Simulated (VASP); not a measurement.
Input of a VASP 6.6.1 run:

INCAR

```
  PREC = Accurate
  ENCUT = 600
  EDIFF = 1E-7
  ISMEAR = -1
  SIGMA = 0.02
  LREAL = F
  LASPH = T
  NELM = 150
  ALGO = Normal
  ISIF = 3
  LWAVE = F
  LCHARG = F
  ISPIN = 2
  MAGMOM = -0.12 -1.58 0 0
  LORBIT = 11
  LMAXMIX = 4
  LDAU = T
  LDAUTYPE = 1
  LDAUL = 2 -1
  LDAUU = 3.5 0
  LDAUJ = 1 0
  LDAUPRINT = 1
  GGA = RE
  IBRION = 2
  NSW = 40
  EDIFFG = -0.01
```

The input CoO.cif:

```cif
data_CoO
_cell_length_a 2.79980638
_cell_length_b 2.79980638
_cell_length_c 3.91239066
_cell_angle_alpha 90.00000000
_cell_angle_beta 90.00000000
_cell_angle_gamma 90.00000000
_space_group_name_H-M_alt 'I4/mmm'
_space_group_name_Hall '-I 4 2'
_space_group_IT_number 139
loop_
_space_group_symop_operation_xyz
'x,y,z'
'-x,-y,-z'
'-y,x,z'
'y,-x,-z'
'-x,-y,z'
'x,y,-z'
'y,-x,z'
'-y,x,-z'
'x,-y,-z'
'-x,y,z'
'-y,-x,-z'
'y,x,z'
'-x,y,-z'
'x,-y,z'
'y,x,-z'
'-y,-x,z'
'x+1/2,y+1/2,z+1/2'
'-x+1/2,-y+1/2,-z+1/2'
'-y+1/2,x+1/2,z+1/2'
'y+1/2,-x+1/2,-z+1/2'
'-x+1/2,-y+1/2,z+1/2'
'x+1/2,y+1/2,-z+1/2'
'y+1/2,-x+1/2,z+1/2'
'-y+1/2,x+1/2,-z+1/2'
'x+1/2,-y+1/2,-z+1/2'
'-x+1/2,y+1/2,z+1/2'
'-y+1/2,-x+1/2,-z+1/2'
'y+1/2,x+1/2,z+1/2'
'-x+1/2,y+1/2,-z+1/2'
'x+1/2,-y+1/2,z+1/2'
'y+1/2,x+1/2,-z+1/2'
'-y+1/2,-x+1/2,z+1/2'
loop_
_atom_site_label
_atom_site_type_symbol
_atom_site_symmetry_multiplicity
_atom_site_Wyckoff_symbol
_atom_site_fract_x
_atom_site_fract_y
_atom_site_fract_z
_atom_site_occupancy
Co1 Co 2 a 0.0000000000 0.0000000000 0.0000000000 1
O1 O 2 b 0.0000000000 0.0000000000 0.5000000000 1
```

File KPOINTS:

```
regular mesh
0
Gamma
  9 9 7
```

POSCAR

```
Co O 
 1.0000000000000000
     2.7998063800000001    0.0000000000000000    0.0000000000000000
     0.0000000000000000    2.7998063800000001    0.0000000000000000
     0.0000000000000000    0.0000000000000000    3.9123906599999998
 Co  O  
   2   2
Cartesian
  0.0000000000000000  0.0000000000000000  0.0000000000000000
  1.3999031900000001  1.3999031900000001  1.9561953299999999
  0.0000000000000000  0.0000000000000000  1.9561953299999999
  1.3999031900000001  1.3999031900000001  0.0000000000000000
```

Potentials or basis: VASP PAW PBE potentials, release 64 (Co, O).

Run with:

```console
$ ase convert -i cif -o vasp CoO.cif POSCAR
$ cat potpaw_PBE.64/Co/POTCAR potpaw_PBE.64/O/POTCAR > POTCAR
$ mpirun -np 1 vasp_std > vasp.out
```

(1) What does it give for the space group after relaxing (to 0.05 Å)?

(2) Estimate the net moment.

Answers

(1) I4/mmm (No. 139).

(2) -6.00 μB per cell.
